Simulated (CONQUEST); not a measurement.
The system is GaAs.

```
CELL_PARAMETERS angstrom
3.99777 0.00000 0.00000
0.00000 3.99777 0.00000
0.00000 0.00000 5.65370
ATOMIC_POSITIONS crystal
As 0.00000 0.50000 0.25000
As 0.50000 0.00000 0.75000
Ga 0.00000 0.00000 0.00000
Ga 0.50000 0.50000 0.50000
```

Base run:

```yaml
Program: CONQUEST 1.3
Functional: PBE
Potentials_or_basis: PseudoDojo NC PBE, DZP, grid cutoff 120 Ha
k_mesh: 7 × 7 × 5
Occupations: fermi-dirac, width 0.05 eV
Spin: no spin polarisation
```

Its results: band gap on the k mesh 0.55 eV; pressure 3.9 GPa.

**Question.** After a change of settings the same cell gave: band gap on the k mesh 0.49 eV; pressure 4.1 GPa. Which change was it?
A. potentials or basis from PseudoDojo NC PBE, DZP, grid cutoff 120 Ha to PseudoDojo NC PBE, DZ, grid cutoff 120 Ha
B. potentials or basis from PseudoDojo NC PBE, DZP, grid cutoff 120 Ha to PseudoDojo NC PBE, SZ, grid cutoff 120 Ha
C. potentials or basis from PseudoDojo NC PBE, DZP, grid cutoff 120 Ha to PseudoDojo NC PBE, SZP, grid cutoff 120 Ha
D. potentials or basis from PseudoDojo NC PBE, DZP, grid cutoff 120 Ha to PseudoDojo NC PBE, SZP, grid cutoff 120 Ha; k mesh from 7 × 7 × 5 to 6 × 6 × 4

**Answer.** A.

Caveats: the box holds several primitive cells, so bands are folded and the points are those of the box's own zone; the basis of atomic orbitals isn't converged, which shifts pressures, moduli and gaps; the real-space grid breaks the cell's symmetry a little (some runs); the atomic basis is small (some runs).
